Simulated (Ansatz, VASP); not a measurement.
**One calculation of HfC, two programs**

File INCAR:

```
ALGO     = Normal         # electronic algorithm
EDIFF    = 1E-7           # SCF threshold, eV
EDIFFG   = -0.01          # ionic threshold
ENCUT    = 600            # plane-wave cutoff, eV
GGA      = CA             # functional
IBRION   = 2              # ionic algorithm
ISIF     = 3              # what is computed and relaxed
ISMEAR   = -1             # smearing method
LASPH    = True           # aspherical terms in the spheres
LCHARG   = False          # write CHGCAR
LDAU     = True           # DFT+U
LDAUJ    = 0 0          
LDAUL    = 2 -1           # shell
LDAUPRINT= 1            
LDAUTYPE = 2            
LDAUU    = 2 0            # U, eV
LMAXMIX  = 4              # l up to which the mixer works
LREAL    = False          # projectors in reciprocal space
LWAVE    = False          # write WAVECAR
NELM     = 150            # most SCF steps
NSW      = 60             # ionic steps
PREC     = Accurate       # precision mode
SIGMA    = 0.05           # smearing width, eV
```

The input KPOINTS:

```
k-points
0
Gamma
  10 10 10
```

Contents of POSCAR:

```
HfC
1.0
    0.0000000000      2.3250000000      2.3250000000
    2.3250000000      0.0000000000      2.3250000000
    2.3250000000      2.3250000000      0.0000000000
Hf C
1 1
Direct
    0.5000000000      0.5000000000      0.5000000000
    0.0000000000      0.0000000000      0.0000000000
```

The input input.yaml:

```yaml
crystal:
  lattice:
    - [0.0, 2.325, 2.325]
    - [2.325, 0.0, 2.325]
    - [2.325, 2.325, 0.0]
  atoms:
    - { symbol: Hf, position: [0.5, 0.5, 0.5] }
    - { symbol: C, position: [0.0, 0.0, 0.0] }
hamiltonian:
  xc: lda
  pseudopotentials: { kind: paw }
  hubbard: { sites: [{ species: Hf, l: d, u_eff: 2.0 }] }
kpoints:
  mp_grid: { grid: [10, 10, 10] }
scf:
  occupations: { method: fermi_dirac, width: 0.05 }
output:
  forces: true
  stress: true
  eigenvalues: true
relax:
  f_tol: 0.01
  max_steps: 40
  cell: { stress_tol: 0.05 }
```

Alike in both runs: task relaxation of cell and atoms; functional LDA; k mesh 10 × 10 × 10; occupations fermi-dirac, width 0.05 eV; no spin polarisation; Hubbard terms Hf d U = 2.0 eV.

|  | VASP | Ansatz |
| --- | --- | --- |
| version | VASP 6.6.1 | Ansatz 0.2.0 |
| potentials or method | VASP PAW LDA potentials, release 64 (Hf_pv, C) | Ansatz PAW |
| plane-wave cutoff (eV) | 600 | 420 |
| valence electrons in the cell | 14 | 30 |

|  | VASP | Ansatz | Ansatz less VASP |
| --- | --- | --- | --- |
| gap on the k mesh at the Fermi level, each at its own relaxed structure (eV) | none | none | - |
| relaxed volume (Å³/atom) | 12.34 | 12.11 | -0.226 |
| relaxed cell length with the largest relative difference (Å) | 3.268 | 3.248 | -0.0201 |
| energy change over the relaxation (meV/atom) | -3 | -13 | -9.4 |

The programs project onto different local orbitals, so the same U acts differently. A gap of «none» marks a metal or a gap that the smearing closes. The two sets of potentials don't hold the same shells in valence.

Caveats: U without spin polarisation on a metal has little footing; the U is typed as a test and isn't derived for this compound; the plane-wave basis is chosen anew once the cell has moved, so the energies of steps on either side of that aren't comparable (Ansatz); the pressure holds a Pulay correction of +0.3 GPa for the finite cutoff (Ansatz); the PAW data sets come from PBE, with cores solved anew for the run's functional, which leaves a small shift of forces and pressure (Ansatz). Spin-orbit coupling is left out, which matters for the levels of Hf. LDA usually gives volumes a few per cent too small.
